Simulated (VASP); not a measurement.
# C in VASP: one cell, several levels of theory

C in the diamond structure, under -4.0 % biaxial strain in x and y, free along z is computed at one geometry. Runs: PBE, r2SCAN.

Program: VASP 6.6.1. PAW datasets, plane waves. Spin-unpolarised throughout; all numbers are computed.

## (1) The structure to begin with

The cell comes from an earlier relaxation with r2SCAN in another program, then strained, with the atoms relaxed again.

It is tetragonal, I4_1/amd (No. 141); conventional cell a = 2.417 Å, c = 3.592 Å, 5.25 Å³ an atom. C has 4 C at 1.51 Å.

As a file:

```cif
data_structure
_symmetry_space_group_name_H-M 'I4_1/amd:1'
_symmetry_Int_Tables_number 141
_cell_length_a 2.4168
_cell_length_b 2.4168
_cell_length_c 3.5922
_cell_angle_alpha 90.000
_cell_angle_beta 90.000
_cell_angle_gamma 90.000
_cell_volume 20.98
loop_
_atom_site_label
_atom_site_type_symbol
_atom_site_symmetry_multiplicity
_atom_site_Wyckoff_symbol
_atom_site_fract_x
_atom_site_fract_y
_atom_site_fract_z
_atom_site_occupancy
C1 C 4 a 0.00000 0.00000 0.00000 1
```

## (2) PBE

Contents of INCAR:

```
ENCUT = 520.000000
SIGMA = 0.020000
EDIFF = 1.00e-07
GGA = PE
PREC = Accurate
IBRION = -1
ISIF = 2
ISMEAR = -1
NBANDS = 11
NELM = 120
NSW = 0
LASPH = .TRUE.
LCHARG = .FALSE.
LWAVE = .FALSE.
LREAL = .FALSE.
```

Contents of KPOINTS:

```
KPOINTS created by Atomic Simulation Environment
0
Gamma
12 12 12
0 0 0
```

Contents of KPOINTS_OPT:

```
special points
7
Reciprocal
0.0000000000 0.0000000000 0.0000000000 1
0.5000000000 0.0000000000 0.5000000000 1
0.6250000000 0.2500000000 0.6250000000 1
0.3750000000 0.3750000000 0.7500000000 1
0.5000000000 0.5000000000 0.5000000000 1
0.5000000000 0.2500000000 0.7500000000 1
0.0000000000 0.3710940000 0.3710940000 1
```

Contents of POSCAR:

```
C
 1.0000000000000000
     0.0000000000000000    1.7089191768000001    1.7961065759999999
     1.7089191768000001    0.0000000000000000    1.7961065759999999
     1.7089191768000001    1.7089191768000001    0.0000000000000000
 C
   2
Cartesian
  0.0000000000000000  0.0000000000000000  0.0000000000000000
  0.8544595884000000  0.8544595884000000  0.8980532879999997
```

Potentials: the recommended PBE PAW datasets, 8 valence electrons in the neutral cell.

Started as:

```console
mpirun -np 1 vasp_std
```

Printed to the terminal (iteration lines stand in OSZICAR):

```text
POSCAR found type information on POSCAR C
 POSCAR found :  1 types and       2 ions
 LDA part: xc-table for (Slater+PW92), standard interpolation
 POSCAR, INCAR and KPOINTS ok, starting setup
 FFT: planning ... GRIDC
 FFT: planning ... GRID_SOFT
 FFT: planning ... GRID
 WAVECAR not read
 entering main loop
 Start KPOINTS_OPT (optional k-point list driver)
k-point batch [1-7\7]
```

OSZICAR:

```text
N       E                     dE             d eps       ncg     rms          rms(c)
DAV:   1     0.108334938142E+01    0.10833E+01   -0.49254E+03  3664   0.724E+02
DAV:   2    -0.184488423410E+02   -0.19532E+02   -0.18910E+02  4579   0.128E+02
DAV:   3    -0.188103303249E+02   -0.36149E+00   -0.36065E+00  4241   0.135E+01
DAV:   4    -0.188108432649E+02   -0.51294E-03   -0.51293E-03  3833   0.635E-01
DAV:   5    -0.188108437814E+02   -0.51654E-06   -0.51652E-06  4168   0.191E-02    0.613E+00
DAV:   6    -0.182130768421E+02    0.59777E+00   -0.31182E-01  3682   0.400E+00    0.367E+00
DAV:   7    -0.180123052945E+02    0.20077E+00   -0.37315E-01  3855   0.443E+00    0.888E-01
DAV:   8    -0.180143067144E+02   -0.20014E-02   -0.99037E-03  3808   0.764E-01    0.462E-02
DAV:   9    -0.180143393537E+02   -0.32639E-04   -0.61067E-05  4252   0.630E-02    0.260E-02
DAV:  10    -0.180143597333E+02   -0.20380E-04   -0.13969E-05  3859   0.339E-02    0.535E-03
DAV:  11    -0.180143598438E+02   -0.11057E-06   -0.23824E-07  4363   0.455E-03    0.500E-04
DAV:  12    -0.180143598062E+02    0.37666E-07   -0.13814E-08  2180   0.121E-03
   1 F= -.18014360E+02 E0= -.18014360E+02  d E =-.226085E-10
       N       E                     dE             ncg
DAV:   1     0.124658111109E+04   -0.26440E+04      154
DAV:   2     0.110457026744E+04   -0.14201E+03      200
DAV:   3     0.110064471248E+04   -0.39256E+01      175
DAV:   4     0.110063852894E+04   -0.61835E-02      186
DAV:   5     0.110063852256E+04   -0.63744E-05      166
DAV:   6     0.110063852255E+04   -0.10002E-07      178
```

The lines after F= are the extra pass for the points of KPOINTS_OPT, at fixed density; their E is not a total energy.

Parts of OUTCAR:

```text
k-points           NKPTS =    163   k-points in BZ     NKDIM =    163   number of bands    NBANDS=     11

   NELECT =       8.0000    total number of electrons

   dimension x,y,z NGX =    18 NGY =   18 NGZ =   18
   dimension x,y,z NGXF=    36 NGYF=   36 NGZF=   36

  energy-cutoff  :      520.00
  volume of cell :       10.49
      direct lattice vectors                 reciprocal lattice vectors
     0.000000000  1.708919177  1.796106576    -0.292582591  0.292582591  0.278379917
     1.708919177  0.000000000  1.796106576     0.292582591 -0.292582591  0.278379917
     1.708919177  1.708919177  0.000000000     0.292582591  0.292582591 -0.278379917

 k-points in reciprocal lattice and weights: KPOINTS created by Atomic Simulation Env
   0.00000000  0.00000000  0.00000000       0.001
   0.08333333 -0.00000000  0.00000000       0.005
   0.16666667  0.00000000  0.00000000       0.005
   0.25000000  0.00000000  0.00000000       0.005
   0.33333333 -0.00000000  0.00000000       0.005
   0.41666667 -0.00000000  0.00000000       0.005
   0.50000000  0.00000000  0.00000000       0.002
   0.08333333  0.08333333  0.00000000       0.001
[... 155 more k-points ...]

 E-fermi :  11.5268

 k-point     1 :       0.0000    0.0000    0.0000
  band No.  band energies     occupation
      1     -11.6593      2.00000
      2      10.3394      2.00000
      3      11.1779      2.00000
      4      11.1779      2.00000
      5      16.5171      0.00000
      6      16.5171      0.00000
      7      17.1556      0.00000
      8      26.0192      0.00000
      9      31.2532      0.00000
     10      36.6364      0.00000
     11      37.5389      0.00000

 k-point     2 :       0.0833   -0.0000    0.0000
  band No.  band energies     occupation
      1     -11.4562      2.00000
      2       9.4571      2.00000
      3      10.3942      2.00000
      4      10.8400      2.00000
      5      16.9915      0.00000
      6      17.0629      0.00000
      7      17.8499      0.00000
      8      26.1244      0.00000
      9      31.5797      0.00000
     10      34.6724      0.00000
     11      37.0724      0.00000

 k-point     3 :       0.1667    0.0000    0.0000
  band No.  band energies     occupation
      1     -10.8492      2.00000
      2       6.9039      2.00000
      3       9.4796      2.00000
      4      10.1254      2.00000
      5      17.9432      0.00000
      6      18.0305      0.00000
      7      19.1592      0.00000
      8      26.4189      0.00000
      9      32.1883      0.00000
     10      33.4494      0.00000
     11      35.1278      0.00000

 k-point     4 :       0.2500    0.0000    0.0000
  band No.  band energies     occupation
      1      -9.8457      2.00000
      2       3.9312      2.00000
      3       8.6320      2.00000
      4       9.4082      2.00000
      5      18.6081      0.00000
      6      19.0373      0.00000
      7      20.2315      0.00000
      8      26.8151      0.00000
      9      32.4139      0.00000
     10      33.7370      0.00000
     11      34.4101      0.00000

 k-point     5 :       0.3333   -0.0000    0.0000
  band No.  band energies     occupation
      1      -8.4638      2.00000
      2       0.9982      2.00000
      3       7.9624      2.00000
      4       8.8507      2.00000
      5      18.8924      0.00000
      6      19.6545      0.00000
      7      20.9038      0.00000
      8      27.1484      0.00000
      9      32.7980      0.00000
     10      35.0191      0.00000
     11      35.0434      0.00000

 k-point     6 :       0.4167   -0.0000    0.0000
  band No.  band energies     occupation
      1      -6.7652      2.00000
      2      -1.6760      2.00000
      3       7.5417      2.00000
      4       8.5069      2.00000
      5      18.9304      0.00000
      6      19.8840      0.00000
      7      21.2485      0.00000
      8      27.3037      0.00000
      9      33.4326      0.00000
     10      36.6531      0.00000
     11      36.7926      0.00000

 k-point     7 :       0.5000    0.0000    0.0000
  band No.  band energies     occupation
      1      -5.4080      2.00000
      2      -3.3647      2.00000
      3       7.3989      2.00000
      4       8.3915      2.00000
      5      18.9167      0.00000
      6      19.9262      0.00000
      7      21.3541      0.00000
      8      27.3344      0.00000
      9      33.8793      0.00000
     10      36.5248      0.00000
     11      37.7703      0.00000

[... the tables of k-points 8 to 163 left out ...]

  Total        3.9312457      3.9312457      0.4742439      0.0000000     -0.0000000      0.0000000
  in kB      600.3930129    600.3930129     72.4281156      0.0000000     -0.0000000      0.0000000
  external PRESSURE =     424.4047138 kB  Pullay stress =       0.0000000 kB

 POSITION                                       TOTAL-FORCE (eV/Angst)
 -----------------------------------------------------------------------------------
      0.00000      0.00000      0.00000        -0.000000     -0.000000     -0.000000
      0.85446      0.85446      0.89805         0.000000      0.000000      0.000000
 -----------------------------------------------------------------------------------
    total drift:                               -0.000000     -0.000000     -0.000000

  FREE ENERGIE OF THE ION-ELECTRON SYSTEM (eV)
  ---------------------------------------------------
  free  energy   TOTEN  =       -18.0143598062 eV

  energy  without entropy=      -18.0143598062  energy(sigma->0) =      -18.01435981
```

Run time: 12 s. Hardware: 1 MPI rank of Intel Xeon Platinum 8488C, shared host; peak memory 0.12 GiB.

The levels at the points of KPOINTS_OPT are read from vasprun.xml.

Band energies at the special points (eV, zero at the top of v, the last band that the electrons fill by count):

```csv
point,v−1,v,c,c+1
Γ,0.00,0.00,5.34,5.34
X,-7.31,-7.31,4.25,4.25
U,-10.31,-6.32,5.21,10.56
K,-10.38,-5.50,6.43,12.05
L,-3.78,-2.79,7.74,8.75
W,-9.26,-9.26,10.96,10.96
```

Gap with PBE: 3.63 eV, valence top at Γ, conduction bottom at (0.00, 0.37, 0.37). Least direct gap: 5.34 eV. The pressure is 42.44 GPa; the forces vanish within 0.01 eV/Å.

## (3) Single point with r2SCAN

Contents of INCAR:

```
ENCUT = 520.000000
SIGMA = 0.010000
EDIFF = 1.00e-07
ALGO = Normal
METAGGA = R2SCAN
PREC = Accurate
IBRION = -1
ISIF = 2
ISMEAR = 0
NBANDS = 11
NELM = 120
NSW = 0
LASPH = .TRUE.
LCHARG = .TRUE.
LELF = .TRUE.
LWAVE = .FALSE.
LREAL = .FALSE.
```

KPOINTS is that of step 2.

KPOINTS_OPT is that of step 2.

POSCAR is that of step 2.

Started as:

```console
mpirun -np 1 vasp_std
```

Standard output, without the iteration lines:

```text
POSCAR found type information on POSCAR C
 POSCAR found :  1 types and       2 ions
 -----------------------------------------------------------------------------
|                                                                             |
|                                                                             |
|     You enforced a specific xc type in the INCAR file but a different       |
|     I HOPE YOU KNOW WHAT YOU ARE DOING!                                     |
|                                                                             |
 -----------------------------------------------------------------------------

 LDA part: xc-table for (None), standard interpolation
 POSCAR, INCAR and KPOINTS ok, starting setup
 FFT: planning ... GRIDC
 FFT: planning ... GRID_SOFT
 FFT: planning ... GRID
 WAVECAR not read
 entering main loop
 Start KPOINTS_OPT (optional k-point list driver)
k-point batch [1-7\7]
```

OSZICAR:

```text
N       E                     dE             d eps       ncg     rms          rms(c)
DAV:   1    -0.146493953111E+01   -0.14649E+01   -0.50548E+03  3664   0.746E+02
DAV:   2    -0.215245066694E+02   -0.20060E+02   -0.19419E+02  4579   0.131E+02
DAV:   3    -0.218922501341E+02   -0.36774E+00   -0.36690E+00  4250   0.138E+01
DAV:   4    -0.218927484316E+02   -0.49830E-03   -0.49829E-03  3839   0.631E-01
DAV:   5    -0.218927489124E+02   -0.48088E-06   -0.48089E-06  4153   0.186E-02    0.566E+00
DAV:   6    -0.196196744632E+02    0.22731E+01   -0.30354E-01  3797   0.400E+00    0.424E+00
DAV:   7    -0.195002560962E+02    0.11942E+00   -0.29474E-01  3664   0.394E+00    0.924E-01
DAV:   8    -0.195016382981E+02   -0.13822E-02   -0.48987E-03  4141   0.620E-01    0.467E-01
DAV:   9    -0.195020108838E+02   -0.37259E-03   -0.16194E-04  3770   0.141E-01    0.150E-02
DAV:  10    -0.195020118054E+02   -0.92155E-06   -0.35292E-06  4175   0.148E-02    0.104E-02
DAV:  11    -0.195020125043E+02   -0.69888E-06   -0.80599E-07  3892   0.831E-03    0.665E-04
DAV:  12    -0.195020124501E+02    0.54188E-07   -0.71980E-09  2003   0.700E-04
   1 F= -.19502012E+02 E0= -.19502012E+02  d E =0.000000E+00
       N       E                     dE             ncg
DAV:   1     0.122048391967E+04   -0.26701E+04      154
DAV:   2     0.107266325263E+04   -0.14782E+03      200
DAV:   3     0.106870079039E+04   -0.39625E+01      172
DAV:   4     0.106869479513E+04   -0.59953E-02      186
DAV:   5     0.106869478954E+04   -0.55953E-05      169
DAV:   6     0.106869478953E+04   -0.75738E-08      175
```

Parts of OUTCAR:

```text
k-points           NKPTS =    163   k-points in BZ     NKDIM =    163   number of bands    NBANDS=     11

   NELECT =       8.0000    total number of electrons

   dimension x,y,z NGX =    18 NGY =   18 NGZ =   18
   dimension x,y,z NGXF=    36 NGYF=   36 NGZF=   36

  energy-cutoff  :      520.00
  volume of cell :       10.49
      direct lattice vectors                 reciprocal lattice vectors
     0.000000000  1.708919177  1.796106576    -0.292582591  0.292582591  0.278379917
     1.708919177  0.000000000  1.796106576     0.292582591 -0.292582591  0.278379917
     1.708919177  1.708919177  0.000000000     0.292582591  0.292582591 -0.278379917

 k-points in reciprocal lattice and weights: KPOINTS created by Atomic Simulation Env
   0.00000000  0.00000000  0.00000000       0.001
   0.08333333 -0.00000000  0.00000000       0.005
   0.16666667  0.00000000  0.00000000       0.005
   0.25000000  0.00000000  0.00000000       0.005
   0.33333333 -0.00000000  0.00000000       0.005
   0.41666667 -0.00000000  0.00000000       0.005
   0.50000000  0.00000000  0.00000000       0.002
   0.08333333  0.08333333  0.00000000       0.001
[... 155 more k-points ...]

 E-fermi :  11.4214

 k-point     1 :       0.0000    0.0000    0.0000
  band No.  band energies     occupation
      1     -12.9208      2.00000
      2      10.3015      2.00000
      3      11.1789      2.00000
      4      11.1789      2.00000
      5      16.7348      0.00000
      6      16.7348      0.00000
      7      17.4248      0.00000
      8      26.5747      0.00000
      9      32.4245      0.00000
     10      37.4470      0.00000
     11      38.8364      0.00000

 k-point     2 :       0.0833   -0.0000    0.0000
  band No.  band energies     occupation
      1     -12.7088      2.00000
      2       9.3485      2.00000
      3      10.3479      2.00000
      4      10.8172      2.00000
      5      17.2417      0.00000
      6      17.3231      0.00000
      7      18.1660      0.00000
      8      26.7172      0.00000
      9      32.7748      0.00000
     10      35.5791      0.00000
     11      38.0560      0.00000

 k-point     3 :       0.1667    0.0000    0.0000
  band No.  band energies     occupation
      1     -12.0750      2.00000
      2       6.6308      2.00000
      3       9.3807      2.00000
      4      10.0558      2.00000
      5      18.2596      0.00000
      6      18.3483      0.00000
      7      19.5409      0.00000
      8      27.1177      0.00000
      9      33.3893      0.00000
     10      34.3710      0.00000
     11      36.0450      0.00000

 k-point     4 :       0.2500    0.0000    0.0000
  band No.  band energies     occupation
      1     -11.0281      2.00000
      2       3.4919      2.00000
      3       8.4823      2.00000
      4       9.2942      2.00000
      5      18.9539      0.00000
      6      19.4160      0.00000
      7      20.6380      0.00000
      8      27.6568      0.00000
      9      33.5302      0.00000
     10      34.7854      0.00000
     11      35.3191      0.00000

 k-point     5 :       0.3333   -0.0000    0.0000
  band No.  band energies     occupation
      1      -9.5895      2.00000
      2       0.4108      2.00000
      3       7.7733      2.00000
      4       8.7032      2.00000
      5      19.2405      0.00000
      6      20.0648      0.00000
      7      21.3028      0.00000
      8      28.1114      0.00000
      9      33.9914      0.00000
     10      36.0271      0.00000
     11      36.1084      0.00000

 k-point     6 :       0.4167   -0.0000    0.0000
  band No.  band energies     occupation
      1      -7.8353      2.00000
      2      -2.3748      2.00000
      3       7.3281      2.00000
      4       8.3389      2.00000
      5      19.2724      0.00000
      6      20.3012      0.00000
      7      21.6303      0.00000
      8      28.3265      0.00000
      9      34.7237      0.00000
     10      37.7888      0.00000
     11      38.1328      0.00000

 k-point     7 :       0.5000    0.0000    0.0000
  band No.  band energies     occupation
      1      -6.4918      2.00000
      2      -4.0684      2.00000
      3       7.1771      2.00000
      4       8.2166      2.00000
      5      19.2555      0.00000
      6      20.3431      0.00000
      7      21.7281      0.00000
      8      28.3710      0.00000
      9      35.2469      0.00000
     10      37.9104      0.00000
     11      39.0324      0.00000

[... the tables of k-points 8 to 163 left out ...]

  Total        3.7726857      3.7726857      0.1008576      0.0000000      0.0000000      0.0000000
  in kB      576.1771855    576.1771855     15.4033087      0.0000000      0.0000000      0.0000000
  external PRESSURE =     389.2525599 kB  Pullay stress =       0.0000000 kB

 POSITION                                       TOTAL-FORCE (eV/Angst)
 -----------------------------------------------------------------------------------
      0.00000      0.00000      0.00000         0.000000      0.000000      0.000000
      0.85446      0.85446      0.89805         0.000000      0.000000     -0.000000
 -----------------------------------------------------------------------------------
    total drift:                               -0.000000     -0.000000     -0.000000

  FREE ENERGIE OF THE ION-ELECTRON SYSTEM (eV)
  ---------------------------------------------------
  free  energy   TOTEN  =       -19.5020124501 eV

  energy  without entropy=      -19.5020124501  energy(sigma->0) =      -19.50201245
```

Run time: 50 s. Hardware: 1 MPI rank of Intel Xeon Platinum 8488C, shared host; peak memory 0.14 GiB.

The levels at the points of KPOINTS_OPT are read from vasprun.xml.

Levels at the named points, in eV from the top of band v (v: the last filled band by count, c: the next):

```csv
point,v−1,v,c,c+1
Γ,0.00,0.00,5.56,5.56
X,-7.71,-7.71,4.47,4.47
U,-10.77,-6.68,5.49,11.12
K,-10.84,-5.82,6.76,12.68
L,-4.00,-2.96,8.08,9.16
W,-9.68,-9.68,11.61,11.61
```

Gap with r2SCAN: 3.80 eV, valence top at Γ, conduction bottom at (0.00, 0.37, 0.37). Least direct gap: 5.56 eV. The pressure is 38.93 GPa; the forces vanish within 0.01 eV/Å.

Axes a, b and c in the maps are those of this run's conventional cell (a, b, c = 2.417, 2.417, 3.592 Å).

Density in a lattice plane of the grid's cell (edges 2.42 and 3.59 Å, at 0.000 of the third edge), which holds C.

Values in e/Å³, 12 rows by 8 columns:
```
1.67 1.88 1.71 1.40 1.24 1.40 1.71 1.88
1.24 1.40 1.71 1.88 1.67 1.88 1.71 1.40
0.58 0.76 1.32 1.72 1.38 1.72 1.32 0.76
0.27 0.40 0.85 1.46 1.67 1.46 0.85 0.40
0.14 0.22 0.49 0.95 1.25 0.95 0.49 0.22
0.10 0.14 0.27 0.46 0.58 0.46 0.27 0.14
0.13 0.14 0.18 0.23 0.27 0.23 0.18 0.14
0.27 0.23 0.18 0.14 0.14 0.14 0.18 0.23
0.58 0.46 0.27 0.14 0.10 0.14 0.27 0.46
1.25 0.95 0.49 0.22 0.13 0.22 0.49 0.95
1.67 1.46 0.85 0.40 0.27 0.40 0.85 1.46
1.36 1.71 1.32 0.76 0.58 0.76 1.32 1.71
```
Columns run along the first of these edges and rows up along the second, over one cell in 8 and 12 even steps from the bottom left corner. Atoms in the plane (fractional): C at (0.00, 0.00), C at (0.50, 0.75).

ELF in the same plane.

Values, 12 rows by 8 columns:
```
0.25 0.68 0.92 0.83 0.62 0.83 0.92 0.68
0.62 0.83 0.92 0.68 0.25 0.68 0.92 0.83
0.46 0.66 0.73 0.29 0.01 0.29 0.73 0.66
0.15 0.32 0.50 0.39 0.25 0.39 0.50 0.32
0.03 0.12 0.36 0.56 0.62 0.56 0.36 0.12
0.02 0.04 0.16 0.36 0.46 0.36 0.16 0.04
0.03 0.03 0.05 0.11 0.15 0.11 0.05 0.03
0.15 0.11 0.05 0.03 0.03 0.03 0.05 0.11
0.46 0.36 0.16 0.04 0.02 0.04 0.16 0.36
0.62 0.56 0.36 0.12 0.03 0.12 0.36 0.56
0.25 0.39 0.50 0.32 0.15 0.32 0.50 0.39
0.01 0.28 0.73 0.66 0.46 0.66 0.73 0.28
```
Columns run along the first of these edges and rows up along the second, over one cell in 8 and 12 even steps from the bottom left corner. Atoms in the plane (fractional): C at (0.00, 0.00), C at (0.50, 0.75).

Both are smooth fields of the valence electrons: close to the nuclei they are not physical.

Maxima of ELF outside the ion cores: 0.94 on the C–C line, 0.6 Å from C.

## (4) Results

| level | gap (eV) | pressure (GPa) |
| --- | --- | --- |
| PBE | 3.63 | 42.44 |
| r2SCAN | 3.80 | 38.93 |

What this shows: The gap spans 3.63 eV (PBE) to 3.80 eV (r2SCAN). The pressure is highest with PBE (42.4 GPa) and lowest with r2SCAN (38.9 GPa), which orders the cells that they would relax to.
